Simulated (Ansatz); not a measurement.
**HfN: symmetry broken, then relaxed**

The calculation used DFT PBEsol, scalar-relativistic, plane waves, PAW (Ansatz 0.2.0). Settings: plane waves to 420 eV, k-mesh 12×12×6 (Γ-centred), Gaussian smearing 0.15 eV. Spin–orbit coupling is left out, which can shift energies with elements as heavy as these. No spin polarisation. Energies are free energies at this smearing, counted from the undisturbed cell; pressure is positive in compression.

The starting cell (relaxed at this level; this form isn't the usual structure):

```
CELL_PARAMETERS angstrom
3.12771 0.00000 0.00000
-1.56385 2.70867 0.00000
0.00000 0.00000 5.39094
ATOMIC_POSITIONS crystal
Hf 0.66667 0.33333 0.75000
Hf 0.33333 0.66667 0.25000
N 0.00000 0.00000 0.00000
N 0.00000 0.00000 0.50000
```

The atoms are displaced (Å, in the unstrained cell):

| atom | ux | uy | uz |
| --- | --- | --- | --- |
| Hf1 | -0.009 | 0.006 | -0.012 |
| Hf2 | 0.009 | -0.003 | -0.003 |
| N3 | -0.008 | 0.005 | 0.010 |
| N4 | 0.008 | -0.007 | 0.006 |

The cell is strained by (-0.0201, -0.0050, 0.0252, -0.0421, -0.1091, -0.0456) (xx, yy, zz, yz, xz, xy; engineering shear). Cell and atoms are then relaxed.

Problem. Does the relaxation return to the undisturbed structure?

Solution. Yes (up to a choice of domain or origin): same space group and volume, and an energy 0.0 meV/atom from it. The disturbance itself cost 102.5 meV/atom. The final space group reads P6_3/mmc (tolerance 0.05 Å) and the volume changes by 0.01 %.

Final structure:

```
Hf N
1.0
     3.12713   -0.00006   -0.00030
    -1.56362    2.70826    0.00004
    -0.00035   -0.00016    5.39347
Hf N
2 2
Direct
  0.66666 0.33333 0.75000
  0.33334 0.66667 0.25001
  0.00000 0.00000 0.00000
  0.00000 0.00000 0.50000
```

The relaxation, step by step (energy from the first step; small jumps at an unchanged geometry come where the plane waves are selected anew for the new cell):

```
step  ΔE (meV/atom) largest force component (eV/Å) pressure (GPa)
   1            0.0                           0.490            5.72
   2          -73.0                           0.428           -0.78
   3          -97.3                           0.240            1.65
   4          -99.8                           0.002           -0.05
   5          -99.8                           0.001            0.00
   6         -102.4                           0.002            0.26
   7         -102.5                           0.000            0.00
   8         -102.5                           0.001            0.00
```

Cost: 3 runs of about 10 core-minutes in all, on Arm Neoverse V2 (shared hosts).